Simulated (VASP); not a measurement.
# Which magnetic order does zigzag Ru chain, bond 2.672 A take?, part 2 of 5

Aim: compare collinear orders of zigzag Ru chain, bond 2.672 A.

VASP 6.6.1, plane waves and PAW; the level of theory is named at each step.

So far: Set-up; Magnetic order, start order fm, signs ++++.

## (2) Magnetic order, start order fm, signs ++++ (continued)

Level of this step: PBEsol, DFT+U (Ru d 2 eV), spin-polarised, from parallel moments; plane waves and PAW (Ru_pv) (VASP).

Spin density in the ca plane at fractional y = 0.500, with atoms of Ru within 0.2 Å of it.

Ten even steps from '_' (0.0 e/Å³) to '@' (1.7 e/Å³), each cell a mean:
```
____________________________________
____________________________________
____________________________________
____________________________________
____________________________________
____________________________________
____________________________________
________....______________....______
____..::==--..________..::==--..____
____::**@@%%--..______::**@@%%==..__
____..--**++::________..--**++::____
________....______________....______
--..____________::--..____________::
@@++::________--##@@++::________--##
##==..______..--**##==..______..--**
::..__________..::::..__________..::
____________________________________
____________________________________
____________________________________
____________________________________
____________________________________
____________________________________
____________________________________
____________________________________
```
Columns run along c (6.4 Å), rows up along a (12.0 Å). Atoms in or near the plane, at fractional coordinates: Ru at (0.00, 0.41), Ru at (0.50, 0.41), Ru at (0.25, 0.59), Ru at (0.75, 0.59).

Valence density in the ca plane at fractional y = 0.500, with atoms of Ru within 0.2 Å of it. It is the smooth field of the valence electrons, not physical close to the nuclei.

Ten steps, logarithmic in the rise over the least value, from '_' (0.0 e/Å³) to '@' (7.8 e/Å³), each cell a mean:
```
____________________________________
____________________________________
____________________________________
____________________________________
____________________________________
____________________________________
______........__________........____
....::--==--::........::--==--::....
::::++##%%%%**--::::::==##%%%%**--::
::--**@@@@@@%%++::::--**@@@@@@%%++::
::--++%%@@@@##==--::--++%%@@@@##==--
----==++**++==--------==++**++==----
##**==------==++####**==------==++##
@@@@**--::--==##@@@@@@**--::--==##@@
@@%%**--::::==##@@@@%%**--::::==##@@
##**==::....--++**##**==::....--++**
::::....____....::::::....____....::
____________________________________
____________________________________
____________________________________
____________________________________
____________________________________
____________________________________
____________________________________
```
Columns run along c (6.4 Å), rows up along a (12.0 Å). Atoms in or near the plane, at fractional coordinates: Ru at (0.00, 0.41), Ru at (0.50, 0.41), Ru at (0.25, 0.59), Ru at (0.75, 0.59).

The largest moment at the end is 2.73 μB, and the moments of the cell sum to 12.26 μB.

## (3) Magnetic order, start order AFM 1, signs ++--

This step: PBEsol, DFT+U (Ru d 2 eV), spin-polarised, from moments of both signs; plane waves and PAW (Ru_pv) (VASP 6.6.1).

File INCAR:

```
SYSTEM = Ru
PREC = Normal
ENCUT = 350
EDIFF = 1E-06
NELM = 150
ISMEAR = 1
SIGMA = 0.05
LREAL = .FALSE.
ALGO = Normal
GGA = PS
NBANDS = 42
ISPIN = 2
MAGMOM = 1 1 -1 -1
LDAU = .TRUE.
LDAUTYPE = 2
LDAUL = 2
LDAUU = 2
LDAUJ = 0
LDAUPRINT = 1
LASPH = .TRUE.
LMAXMIX = 4
LORBIT = 11
LWAVE = .FALSE.
LCHARG = .TRUE.
NCORE = 2
AMIX = 0.2
BMIX = 1E-04
AMIX_MAG = 0.8
BMIX_MAG = 1E-04
```

File POSCAR:

```
Ru
1.0
   12.0000000000      0.0000000000      0.0000000000
    0.0000000000     12.0000000000      0.0000000000
    0.0000000000      0.0000000000      6.4128000000
Ru
4
Direct
    0.4109333333      0.5000000000      0.0000000000
    0.4109333333      0.5000000000      0.5000000000
    0.5890666667      0.5000000000      0.2500000000
    0.5890666667      0.5000000000      0.7500000000
```

File KPOINTS:

```
Automatic mesh
0
Gamma
1 1 7
0 0 0
```

PAW data sets: Ru_pv (PBE family, release 64).

Launch:

```
> mpirun -np 2 vasp_std
```

Output:

```text
[banner, memory and clock lines left out]
running    2 mpi-ranks, on    1 nodes
 distrk:  each k-point on    2 cores,    1 groups
 distr:  one band on    2 cores,    1 groups

 POSCAR found type information on POSCAR Ru
 POSCAR found :  1 types and       4 ions
 [... a notice as in an earlier step ...]

 LDA part: xc-table for (Slater+PW92), standard interpolation
 POSCAR, INCAR and KPOINTS ok, starting setup
 FFT: planning ... GRIDC
 FFT: planning ... GRID_SOFT
 FFT: planning ... GRID
 WAVECAR not read
 entering main loop
       N       E                     dE             d eps       ncg     rms          rms(c)
DAV:   1     0.252614901801E+03    0.25261E+03   -0.23929E+04   928   0.690E+02
DAV:   2     0.150895596245E+02   -0.23753E+03   -0.22186E+03   906   0.184E+02
DAV:   3    -0.123565753204E+02   -0.27446E+02   -0.25327E+02   878   0.456E+01
DAV:   4    -0.130864957461E+02   -0.72992E+00   -0.71015E+00   768   0.722E+00
DAV:   5    -0.131111366421E+02   -0.24641E-01   -0.24611E-01   870   0.128E+00    0.806E+00
DAV:   6    -0.122927819787E+02    0.81835E+00   -0.28374E+00   680   0.781E+00    0.625E+00
DAV:   7    -0.129163991951E+02   -0.62362E+00   -0.31950E+00   764   0.542E+00    0.582E+00
DAV:   8    -0.133736247093E+02   -0.45723E+00   -0.51079E-01   752   0.284E+00    0.459E+00
DAV:   9    -0.137237741874E+02   -0.35015E+00   -0.10484E+00   782   0.294E+00    0.371E+00
DAV:  10    -0.138542018519E+02   -0.13043E+00   -0.13254E-01   832   0.122E+00    0.321E+00
DAV:  11    -0.140183142150E+02   -0.16411E+00   -0.22951E-01   750   0.215E+00    0.178E+00
DAV:  12    -0.140561894098E+02   -0.37875E-01   -0.66236E-02   712   0.117E+00    0.137E+00
DAV:  13    -0.140906269296E+02   -0.34438E-01   -0.40104E-02   728   0.721E-01    0.106E+00
DAV:  14    -0.141175743663E+02   -0.26947E-01   -0.15268E-02   764   0.468E-01    0.694E-01
DAV:  15    -0.141319399300E+02   -0.14366E-01   -0.39610E-02   696   0.716E-01    0.323E-01
DAV:  16    -0.141338647340E+02   -0.19248E-02   -0.62268E-03   772   0.327E-01    0.231E-01
DAV:  17    -0.141354751226E+02   -0.16104E-02   -0.14999E-03   796   0.202E-01    0.145E-01
DAV:  18    -0.141357865919E+02   -0.31147E-03   -0.56297E-04   768   0.608E-02    0.101E-01
DAV:  19    -0.141359977126E+02   -0.21112E-03   -0.25200E-03   680   0.130E-01    0.539E-02
DAV:  20    -0.141361623922E+02   -0.16468E-03   -0.85201E-04   792   0.846E-02    0.231E-02
DAV:  21    -0.141362796618E+02   -0.11727E-03   -0.72513E-05   752   0.305E-02    0.134E-02
DAV:  22    -0.141362987115E+02   -0.19050E-04   -0.15690E-05   744   0.131E-02    0.940E-03
DAV:  23    -0.141363060031E+02   -0.72917E-05   -0.11849E-05   612   0.135E-02    0.468E-03
DAV:  24    -0.141363072498E+02   -0.12466E-05   -0.22463E-06   516   0.527E-03    0.226E-03
DAV:  25    -0.141363079029E+02   -0.65309E-06   -0.31548E-07   416   0.260E-03
   1 F= -.14136308E+02 E0= -.14136915E+02  d E =0.182168E-02  mag=     0.0000
```

Elapsed: 54 s, on 2 MPI ranks of Intel Xeon 6975P-C (Granite Rapids), shared host; peak memory 0.55 GiB.

OUTCAR, selected parts (step 3):

```text
 Found      4 irreducible k-points:

   NELECT =      56.0000    total number of electrons

atom =   1  type =  1  l = 2

 onsite density matrix

spin component  1

  0.8602  0.0000 -0.0000  0.0000  0.0000
  0.0000  0.8102  0.0000  0.0000 -0.0000
 -0.0000  0.0000  0.8000 -0.0000  0.0300
  0.0000  0.0000 -0.0000  0.7431 -0.0000
  0.0000 -0.0000  0.0300 -0.0000  0.8374

spin component  2

  0.0434 -0.0000 -0.0000  0.0000 -0.0000
 -0.0000  0.8351 -0.0000  0.0000 -0.0000
 -0.0000 -0.0000  0.2752 -0.0000 -0.2553
  0.0000  0.0000 -0.0000  0.4497 -0.0000
 -0.0000 -0.0000 -0.2553 -0.0000  0.3321

 occupancies and eigenvectors

  o =  0.0434  v =  0.0000  0.0000  0.0000  0.0000  0.0000  1.0000  0.0000  0.0000  0.0000  0.0000      0.0000  0.0000  0.0000  0.0000  0.0000  0.0000  0.0000  0.0000  0.0000  0.0000
  o =  0.0468  v =  0.0000  0.0000  0.0000  0.0000  0.0000  0.0000 -0.0000 -0.7452 -0.0000 -0.6668      0.0000  0.0000  0.0000  0.0000  0.0000  0.0000  0.0000  0.0000  0.0000  0.0000
  o =  0.4497  v =  0.0000  0.0000  0.0000  0.0000  0.0000  0.0000 -0.0000  0.0000  1.0000 -0.0000      0.0000  0.0000  0.0000  0.0000  0.0000  0.0000  0.0000  0.0000  0.0000  0.0000
  o =  0.5606  v =  0.0000  0.0000  0.0000  0.0000  0.0000  0.0000  0.0000 -0.6668  0.0000  0.7452      0.0000  0.0000  0.0000  0.0000  0.0000  0.0000  0.0000  0.0000  0.0000  0.0000
  o =  0.7431  v =  0.0000 -0.0000  0.0000  1.0000 -0.0000  0.0000  0.0000  0.0000  0.0000  0.0000      0.0000  0.0000  0.0000  0.0000  0.0000  0.0000  0.0000  0.0000  0.0000  0.0000
  o =  0.7834  v =  0.0000  0.0000  0.8744 -0.0000 -0.4852  0.0000  0.0000  0.0000  0.0000  0.0000      0.0000  0.0000  0.0000  0.0000  0.0000  0.0000  0.0000  0.0000  0.0000  0.0000
  o =  0.8102  v =  0.0000  1.0000 -0.0000  0.0000  0.0000  0.0000  0.0000  0.0000  0.0000  0.0000      0.0000  0.0000  0.0000  0.0000  0.0000  0.0000  0.0000  0.0000  0.0000  0.0000
  o =  0.8351  v =  0.0000  0.0000  0.0000  0.0000  0.0000  0.0000 -1.0000  0.0000  0.0000  0.0000      0.0000  0.0000  0.0000  0.0000  0.0000  0.0000  0.0000  0.0000  0.0000  0.0000
  o =  0.8540  v =  0.0000 -0.0000  0.4852  0.0000  0.8744  0.0000  0.0000  0.0000  0.0000  0.0000      0.0000  0.0000  0.0000  0.0000  0.0000  0.0000  0.0000  0.0000  0.0000  0.0000
  o =  0.8602  v =  1.0000  0.0000  0.0000  0.0000  0.0000  0.0000  0.0000  0.0000  0.0000  0.0000      0.0000  0.0000  0.0000  0.0000  0.0000  0.0000  0.0000  0.0000  0.0000  0.0000

atom =   2  type =  1  l = 2

 onsite density matrix

spin component  1

  0.8602  0.0000 -0.0000  0.0000 -0.0000
  0.0000  0.8102  0.0000  0.0000  0.0000
 -0.0000  0.0000  0.8000 -0.0000  0.0300
  0.0000  0.0000 -0.0000  0.7431 -0.0000
 -0.0000  0.0000  0.0300 -0.0000  0.8374

spin component  2

  0.0434 -0.0000 -0.0000  0.0000 -0.0000
 -0.0000  0.8351 -0.0000  0.0000  0.0000
 -0.0000 -0.0000  0.2752 -0.0000 -0.2553
  0.0000  0.0000 -0.0000  0.4497  0.0000
 -0.0000  0.0000 -0.2553  0.0000  0.3321

 occupancies and eigenvectors

  o =  0.0434  v =  0.0000  0.0000  0.0000  0.0000  0.0000  1.0000  0.0000  0.0000  0.0000  0.0000      0.0000  0.0000  0.0000  0.0000  0.0000  0.0000  0.0000  0.0000  0.0000  0.0000
  o =  0.0468  v =  0.0000  0.0000  0.0000  0.0000  0.0000  0.0000 -0.0000 -0.7452 -0.0000 -0.6668      0.0000  0.0000  0.0000  0.0000  0.0000  0.0000  0.0000  0.0000  0.0000  0.0000
  o =  0.4497  v =  0.0000  0.0000  0.0000  0.0000  0.0000  0.0000 -0.0000 -0.0000 -1.0000  0.0000      0.0000  0.0000  0.0000  0.0000  0.0000  0.0000  0.0000  0.0000  0.0000  0.0000
  o =  0.5606  v =  0.0000  0.0000  0.0000  0.0000  0.0000  0.0000  0.0000  0.6668 -0.0000 -0.7452      0.0000  0.0000  0.0000  0.0000  0.0000  0.0000  0.0000  0.0000  0.0000  0.0000
  o =  0.7431  v =  0.0000 -0.0000  0.0000 -1.0000 -0.0000  0.0000  0.0000  0.0000  0.0000  0.0000      0.0000  0.0000  0.0000  0.0000  0.0000  0.0000  0.0000  0.0000  0.0000  0.0000
  o =  0.7834  v =  0.0000 -0.0000 -0.8744 -0.0000  0.4852  0.0000  0.0000  0.0000  0.0000  0.0000      0.0000  0.0000  0.0000  0.0000  0.0000  0.0000  0.0000  0.0000  0.0000  0.0000
  o =  0.8102  v =  0.0000  1.0000 -0.0000 -0.0000 -0.0000  0.0000  0.0000  0.0000  0.0000  0.0000      0.0000  0.0000  0.0000  0.0000  0.0000  0.0000  0.0000  0.0000  0.0000  0.0000
  o =  0.8351  v =  0.0000  0.0000  0.0000  0.0000  0.0000  0.0000  1.0000 -0.0000  0.0000  0.0000      0.0000  0.0000  0.0000  0.0000  0.0000  0.0000  0.0000  0.0000  0.0000  0.0000
  o =  0.8540  v =  0.0000 -0.0000 -0.4852 -0.0000 -0.8744  0.0000  0.0000  0.0000  0.0000  0.0000      0.0000  0.0000  0.0000  0.0000  0.0000  0.0000  0.0000  0.0000  0.0000  0.0000
  o =  0.8602  v =  1.0000  0.0000  0.0000  0.0000  0.0000  0.0000  0.0000  0.0000  0.0000  0.0000      0.0000  0.0000  0.0000  0.0000  0.0000  0.0000  0.0000  0.0000  0.0000  0.0000

atom =   3  type =  1  l = 2

 onsite density matrix

spin component  1

  0.0434 -0.0000 -0.0000  0.0000 -0.0000
 -0.0000  0.8351 -0.0000 -0.0000  0.0000
 -0.0000 -0.0000  0.2752 -0.0000 -0.2553
  0.0000 -0.0000 -0.0000  0.4497  0.0000
 -0.0000  0.0000 -0.2553  0.0000  0.3321

spin component  2

  0.8602  0.0000  0.0000  0.0000 -0.0000
  0.0000  0.8102 -0.0000 -0.0000  0.0000
  0.0000 -0.0000  0.8000 -0.0000  0.0300
  0.0000 -0.0000 -0.0000  0.7431 -0.0000
 -0.0000  0.0000  0.0300 -0.0000  0.8374

 occupancies and eigenvectors

[...]
o =  0.8602  v =  0.0000  0.0000  0.0000  0.0000  0.0000  1.0000  0.0000  0.0000  0.0000  0.0000      0.0000  0.0000  0.0000  0.0000  0.0000  0.0000  0.0000  0.0000  0.0000  0.0000

atom =   4  type =  1  l = 2

 onsite density matrix

spin component  1

  0.0434 -0.0000 -0.0000  0.0000  0.0000
 -0.0000  0.8351 -0.0000  0.0000  0.0000
 -0.0000 -0.0000  0.2752  0.0000 -0.2553
  0.0000  0.0000  0.0000  0.4497 -0.0000
  0.0000  0.0000 -0.2553 -0.0000  0.3321

spin component  2

  0.8602  0.0000 -0.0000  0.0000  0.0000
  0.0000  0.8102 -0.0000  0.0000  0.0000
 -0.0000 -0.0000  0.8000 -0.0000  0.0300
  0.0000  0.0000 -0.0000  0.7431 -0.0000
  0.0000  0.0000  0.0300 -0.0000  0.8374

 occupancies and eigenvectors

  o =  0.0434  v =  1.0000  0.0000  0.0000  0.0000  0.0000  0.0000  0.0000  0.0000  0.0000  0.0000      0.0000  0.0000  0.0000  0.0000  0.0000  0.0000  0.0000  0.0000  0.0000  0.0000
  o =  0.0468  v =  0.0000 -0.0000  0.7452 -0.0000  0.6668  0.0000  0.0000  0.0000  0.0000  0.0000      0.0000  0.0000  0.0000  0.0000  0.0000  0.0000  0.0000  0.0000  0.0000  0.0000
  o =  0.4497  v =  0.0000 -0.0000 -0.0000  1.0000  0.0000  0.0000  0.0000  0.0000  0.0000  0.0000      0.0000  0.0000  0.0000  0.0000  0.0000  0.0000  0.0000  0.0000  0.0000  0.0000
  o =  0.5606  v =  0.0000 -0.0000 -0.6668 -0.0000  0.7452  0.0000  0.0000  0.0000  0.0000  0.0000      0.0000  0.0000  0.0000  0.0000  0.0000  0.0000  0.0000  0.0000  0.0000  0.0000
  o =  0.7431  v =  0.0000  0.0000  0.0000  0.0000  0.0000  0.0000 -0.0000  0.0000  1.0000  0.0000      0.0000  0.0000  0.0000  0.0000  0.0000  0.0000  0.0000  0.0000  0.0000  0.0000
  o =  0.7834  v =  0.0000  0.0000  0.0000  0.0000  0.0000  0.0000 -0.0000  0.8744  0.0000 -0.4852      0.0000  0.0000  0.0000  0.0000  0.0000  0.0000  0.0000  0.0000  0.0000  0.0000
  o =  0.8102  v =  0.0000  0.0000  0.0000  0.0000  0.0000  0.0000 -1.0000 -0.0000 -0.0000  0.0000      0.0000  0.0000  0.0000  0.0000  0.0000  0.0000  0.0000  0.0000  0.0000  0.0000
  o =  0.8351  v =  0.0000  1.0000 -0.0000  0.0000  0.0000  0.0000  0.0000  0.0000  0.0000  0.0000      0.0000  0.0000  0.0000  0.0000  0.0000  0.0000  0.0000  0.0000  0.0000  0.0000
  o =  0.8540  v =  0.0000  0.0000  0.0000  0.0000  0.0000  0.0000 -0.0000 -0.4852  0.0000 -0.8744      0.0000  0.0000  0.0000  0.0000  0.0000  0.0000  0.0000  0.0000  0.0000  0.0000
  o =  0.8602  v =  0.0000  0.0000  0.0000  0.0000  0.0000  1.0000  0.0000  0.0000  0.0000  0.0000      0.0000  0.0000  0.0000  0.0000  0.0000  0.0000  0.0000  0.0000  0.0000  0.0000

 E-fermi :  -2.8072

 spin component 1
 k-point     1 :       0.0000    0.0000    0.0000
  band No.  band energies     occupation
    ...
     24      -4.0182      1.00000
     25      -3.5213      1.00000
     26      -3.2286      1.00000
     27      -3.0303      1.00000
     28      -2.9417      1.00047
     29      -2.5868     -0.00000
     30      -2.3840     -0.00000
     31      -1.9879     -0.00000
     32      -1.7058      0.00000
     33      -1.6942      0.00000
    ...

 k-point     2 :       0.0000    0.0000    0.1429
  band No.  band energies     occupation
    ...
     24      -3.9928      1.00000
     25      -3.4938      1.00000
     26      -3.4355      1.00000
     27      -3.1336      1.00000
     28      -2.8749      1.03330
     29      -2.4895     -0.00000
     30      -2.3009     -0.00000
     31      -1.9543     -0.00000
     32      -1.8726     -0.00000
     33      -1.8605     -0.00000
    ...

 k-point     3 :       0.0000    0.0000    0.2857
  band No.  band energies     occupation
    ...
     24      -3.9135      1.00000
     25      -3.8779      1.00000
     26      -3.4160      1.00000
     27      -3.3507      1.00000
     28      -2.8431      0.96646
     29      -2.4472     -0.00000
     30      -2.2521     -0.00000
     31      -2.1860     -0.00000
     32      -2.1375     -0.00000
     33      -1.8430     -0.00000
    ...

 k-point     4 :       0.0000    0.0000    0.4286
  band No.  band energies     occupation
    ...
     24      -4.3928      1.00000
     25      -3.7750      1.00000
     26      -3.5806      1.00000
     27      -3.2830      1.00000
     28      -3.0538      1.00000
     29      -2.6239     -0.00000
     30      -2.4871     -0.00000
     31      -1.9787     -0.00000
     32      -1.9239     -0.00000
     33      -1.8538     -0.00000
    ...

  Total       -8.6405346     -0.6586209    -14.6654215      0.0000000      0.0000000      0.0000000
  in kB      -14.9913591     -1.1427097    -25.4445599      0.0000000      0.0000000      0.0000000
  external PRESSURE =     -13.8595429 kB  Pullay stress =       0.0000000 kB

 POSITION                                       TOTAL-FORCE (eV/Angst)
 -----------------------------------------------------------------------------------
      4.93120      6.00000      0.00000         1.863471      0.000000      0.000000
      4.93120      6.00000      3.20640         1.863471      0.000000      0.000000
      7.06880      6.00000      1.60320        -1.863471     -0.000000     -0.000000
      7.06880      6.00000      4.80960        -1.863471     -0.000000     -0.000000
 -----------------------------------------------------------------------------------
    total drift:                                0.000000      0.000000      0.000000

  FREE ENERGIE OF THE ION-ELECTRON SYSTEM (eV)
  ---------------------------------------------------
  free  energy   TOTEN  =       -14.1363079029 eV

  energy  without entropy=      -14.1381295844  energy(sigma->0) =      -14.13691513

 total charge
# of ion       s       p       d       tot
------------------------------------------
    1        0.309   6.036   5.947  12.292
    2        0.309   6.036   5.947  12.292
    3        0.309   6.036   5.947  12.292
    4        0.309   6.036   5.947  12.292
--------------------------------------------------
tot          1.238  24.144  23.787  49.169

 magnetization (x)
# of ion       s       p       d       tot
------------------------------------------
    1        0.061   0.012   2.104   2.177
    2        0.061   0.012   2.104   2.177
    3       -0.061  -0.012  -2.104  -2.177
    4       -0.061  -0.012  -2.104  -2.177
--------------------------------------------------
tot         -0.000   0.000   0.000  -0.000

[... 9 parts as in an earlier step ...]

[... 2 further parts left out ...]
```

Numbers from this step:

* electronic cycles: 25
* free energy (TOTEN): -14.14 eV
* energy at zero smearing: -14.14 eV
* Fermi energy: -2.807 eV

Spin moment in the PAW sphere by atom:

```csv
atom,spin moment in the PAW sphere (μB)
Ru1,2.18
Ru2,2.18
Ru3,-2.18
Ru4,-2.18
```

Force by atom:

```csv
atom,x (eV/Å),y (eV/Å),z (eV/Å),size
Ru1,1.86,0.00,0.00,1.86
Ru2,1.86,0.00,0.00,1.86
Ru3,-1.86,0.00,0.00,1.86
Ru4,-1.86,0.00,0.00,1.86
```

Spin density in the ca plane at fractional y = 0.500, with atoms of Ru within 0.2 Å of it.

Ten even steps from '0' (-1.3 e/Å³) to '9' (1.2 e/Å³), each cell a mean:
```
555555555555555555
555555555555555555
555555555555555555
555555555555555555
555555555555555555
555555555555555555
555555555555555555
555444455555444455
554333445554333445
543200245543200245
544322345544312345
555444455555444455
665555556665555556
986555579986555579
976555578976555578
655555556655555556
555555555555555555
555555555555555555
555555555555555555
555555555555555555
555555555555555555
555555555555555555
555555555555555555
555555555555555555
```
Columns run along c (6.4 Å), rows up along a (12.0 Å). Atoms in or near the plane, at fractional coordinates: Ru at (0.00, 0.41), Ru at (0.50, 0.41), Ru at (0.25, 0.59), Ru at (0.75, 0.59).

(Part 2 of 5 ends here.)

[Lines on the potential files, build, host, timing and source positions are cut from VASP's logs without a mark.]

[Logs are printed without paths, hosts, clocks, repeated set-up lines and the standing remarks that a program may print on its own settings, such as how far it seeks lower states.]

[Hosts, paths, dates, database ids (printed as entryN), source tags and the programs' standing remarks are cut or masked in the printed files.]

[In band tables of VASP the shares of atoms and orbitals are scaled to a sum of 1 inside the atoms' spheres.]

[Runs that stopped without an error message from VASP are left out.]
